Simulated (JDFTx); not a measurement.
## CoSi2: equation of state with PBEsol

Crystal: CoSi2.

```
CELL_PARAMETERS angstrom
0.00000 2.67800 2.67800
2.67800 0.00000 2.67800
2.67800 2.67800 0.00000
ATOMIC_POSITIONS crystal
Co 0.00000 0.00000 0.00000
Si 0.75000 0.75000 0.75000
Si 0.25000 0.25000 0.25000
```

```
Program                                 : JDFTx 1.7.0 (patched build)
Task                                    : equation of state
Functional                              : PBEsol
Potentials or basis                     : PseudoDojo-SR-PBEsol-0.4.1-standard with smoothed tails
Cutoff                                  : 1306 eV
Density cutoff                          : 10449 eV
k mesh                                  : 9 × 9 × 9
Occupations                             : fermi-dirac, width 0.05 eV
Spin                                    : collinear spin, ferromagnetic start
Starting moments                        : [2.0, 0.0, 0.0] μB
Local potential set to -Z/r beyond      : 6 bohr
Density cutoff over wavefunction cutoff : 8
Max SCF steps                           : 100
SCF threshold on the energy             : 1e-09 Ha
Solver of the electrons                 : scf
```

```json
{"Equilibrium volume": "12.49 Å³/atom", "Bulk modulus": "194 GPa", "Pressure derivative of the bulk modulus": "4.6"}
```

Energy against volume, from the lowest point:
| volume (Å³/atom) | energy (meV/atom) |
| --- | --- |
| 12.036 | 10.74 |
| 12.292 | 1.90 |
| 12.548 | 0.00 |
| 12.804 | 4.31 |
| 13.060 | 14.18 |
| 13.316 | 29.00 |
| 13.572 | 48.20 |
